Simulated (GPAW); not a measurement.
Set up this calculation in GPAW 26.7.0, as an ASE script.

```yaml
Task: relaxation of cell and atoms
Functional: PBEsol
Dispersion: D3(BJ)
Potentials_or_basis: PAW data sets generated in the run's folder for this functional
Cutoff: 600 eV
Basis: pw
k_mesh: 6 × 6 × 4
Occupations: fermi-dirac, width 0.05 eV
Spin: no spin polarisation
Maxiter: 150
Optimizer: BFGS
Fmax: 0.02 eV/Å
Max_steps: 60
Convergence: density=1e-05 forces=0.0001
```

The system is PtS2.

```
Pt S
1.0
     3.54320    0.00000    0.00000
    -1.77160    3.06850    0.00000
     0.00000    0.00000    5.03880
Pt S
1 2
Direct
  0.00000 0.00000 0.00000
  0.66667 0.33333 0.77300
  0.33333 0.66667 0.22700
```

The input as run:

run.py

```python
from ase import Atoms
from ase.calculators.mixing import SumCalculator
from ase.filters import FrechetCellFilter
from ase.io import write
from ase.optimize import BFGS
from dftd3.ase import DFTD3
from gpaw import GPAW, PW, setup_paths

setup_paths.insert(0, '.')

atoms = Atoms(['Pt', 'S', 'S'],
              cell=[[3.5432, 0.0, 0.0],
                    [-1.7716, 3.0685012107, 0.0],
                    [0.0, 0.0, 5.0388]],
              scaled_positions=[[0.0, 0.0, 0.0],
                                [0.6666666667, 0.3333333333, 0.773],
                                [0.3333333333, 0.6666666667, 0.227]],
              pbc=True)

calc = GPAW(mode=PW(600),
            xc='PBEsol',
            kpts={'size': (6, 6, 4), 'gamma': True},
            occupations={'name': 'fermi-dirac', 'width': 0.05},
            nbands=26,
            convergence={'density': 1e-05, 'forces': 0.0001},
            maxiter=150,
            txt='gpaw.txt')
atoms.calc = SumCalculator([calc, DFTD3(method='pbesol', damping='d3bj')])
opt = BFGS(FrechetCellFilter(atoms), trajectory='relax.traj', logfile='-')
done = opt.run(fmax=0.02, steps=60)
calc.write('gs.gpw')
write('result.traj', atoms)
print('Converged:', done)
print('Cell:', atoms.cell.cellpar().round(4))
print('Volume:', round(atoms.get_volume(), 4))
print(atoms.get_scaled_positions().round(5))
```

Potentials or basis: PAW data sets generated in the run's folder for this functional, pw.

Launch:

```sh
$ gpaw-setup -f PBEsol Pt S
$ OMP_NUM_THREADS=1 python run.py
```

Results of the run:

The relaxed volume is 16.14 Å³/atom, the relaxed cell is a = 3.560 Å, b = 3.560 Å, c = 4.412 Å, α = 90.00°, β = 90.00°, γ = 120.00° and the space group after relaxing (to 0.05 Å) is P-3m1 (No. 164). The energy gained by relaxing is 58.4 meV/atom, the ionic steps are 14 and the pressure after relaxing is 0.0 GPa. The band gap on the k mesh is none (metal or under the smearing width). The dispersion energy per atom is -0.411 eV.

Caveat: later steps reuse the first step's grids; pairwise dispersion overbinds metals, which lowers pressure and volume.

Wall time 4.3 min on 1 thread of Arm Neoverse V2, on a shared host, peak memory 0.33 GiB.
